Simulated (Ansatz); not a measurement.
A run of Ansatz 0.2.0 is set up as follows.

The input input.yaml:

```yaml
crystal:
  lattice: { a: 3.4319383527, b: 3.4319383527, c: 3.4319383527, alpha: 109.4712206345, beta: 109.4712206345, gamma: 109.4712206345 }
  atoms:
    - { symbol: Bi, position: [0.0, 0.0, 0.0], spin: -0.54 }
kpoints:
  mp_grid: { grid: [9, 9, 9] }
scf:
  occupations: { method: gaussian, width: 0.1 }
hamiltonian:
  xc: pbe
  dispersion: d4
  pseudopotentials: { kind: all_electron, lapw: { basis_error: 0.001 } }
magnetization:
  spin_polarized: true
output:
  eigenvalues: true
  optics:
    e_range: [0, 10]
    de: 0.1
    sigma: 0.1
    nscf_kmesh: { grid: [13, 13, 13] }
```

Potentials or basis: all-electron LAPW, scalar-relativistic.

The run is started by

```console
$ ansatz run input.yaml --threads 1 --pin off --max-ram 2560MiB --backend cpu --events-out ev --progress --plain --runs-dir out
```

Q: Estimate the net moment.

A: 0.00 μB per cell.

Q: Predict the band gap on the k mesh.

A: None (metal or under the smearing width).

Q: What does it give for the absolute moment?

A: 0.00 μB per cell.

Dielectric function (mean over the directions given):
```csv
energy (eV),real part,imaginary part
0.30,36.92,0.00
0.50,48.65,0.34
0.70,67.47,42.53
1.00,-53.18,57.02
1.20,-2.52,3.30
1.50,-0.82,1.36
1.70,10.94,8.73
2.00,21.43,14.94
2.20,0.70,30.85
2.50,7.48,21.66
2.70,-4.54,15.63
3.00,6.46,23.57
3.20,-15.94,8.27
3.50,-2.64,4.22
3.70,-4.26,11.85
4.00,-3.57,2.75
4.20,-2.60,2.35
4.50,0.30,2.35
4.70,0.98,5.79
5.00,-2.40,4.89
5.20,-0.19,6.04
5.50,-3.40,3.88
5.70,-2.09,2.79
6.00,-2.22,2.89
6.20,-2.87,2.15
6.50,-1.14,1.70
6.70,-1.46,3.37
7.00,-1.59,0.33
7.20,-0.40,0.43
7.50,-1.06,1.67
7.70,-1.19,0.50
8.00,-0.02,0.54
8.20,-0.60,1.11
8.50,-0.22,0.31
8.70,0.30,0.49
9.00,-0.06,1.20
9.20,0.04,0.17
9.50,0.71,0.27
9.70,0.72,0.44
10.00,0.78,0.52
```

Caveat: local fields are left out; spectra need much finer meshes, so this one isn't converged; independent-particle spectra lack excitons; the intraband (Drude) part of a metal's response may be missing; spin-orbit coupling is left out, which moves the levels of the heavy elements; the starting moments weren't kept.
